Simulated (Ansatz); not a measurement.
**How far is this LiCl from the hull?**

Level of theory: DFT PBE, scalar-relativistic, plane waves, PAW (Ansatz 0.2.0). Settings: cutoff 420 eV, Γ-centred meshes spaced at most about 0.3 Å⁻¹ (2π included), Gaussian smearing. No spin polarisation.

Energies over the elements count from the elements' standard structures at the same level (Cl₂ as a molecule), with no fitted energy shifts.

Temperature and zero-point effects are left out.

The competitors are the elements and 1 reference phase of this chemical system (from databases or known types: LiCl), relaxed at the same level; other known phases may be missing.

The candidate was reached from: 4-connected net, two elements spread over the vertices.

```
CELL_PARAMETERS angstrom
6.24942 0.00000 0.00000
0.00000 3.60127 0.00000
-2.75136 0.00000 5.64640
ATOMIC_POSITIONS crystal
Li 0.33720 0.00000 0.18694
Li 0.82808 0.00000 0.26228
Li 0.50876 0.50000 0.65084
Cl 0.50180 0.50000 0.01977
Cl 0.69953 0.00000 0.57284
Cl 0.12463 0.50000 0.30734
```

Problem. Where does it stand against these competitors?

Solution. Not the lowest form: another structure of the same formula lies lower. Its formation energy is -1.816 eV/atom. The lowest competing phase at this composition is this:

| phase | space group | source | share of atoms | ΔE_f (eV/atom) |
| --- | --- | --- | --- | --- |
| LiCl | P6_3mc (No. 186) | Materials Project | 1.0000 | -1.878 |

The candidate lies 62 meV/atom above this phase. The candidate matches no cell in the subsets of the Crystallography Open Database and the Materials Project at hand. It is metastable at best. Checks: phonons real on a 1×2×1 q mesh, imaginary between its points (to 29i cm⁻¹, which can come from the interpolation). The Crystallography Open Database lists this formula in another space group (No. 225).
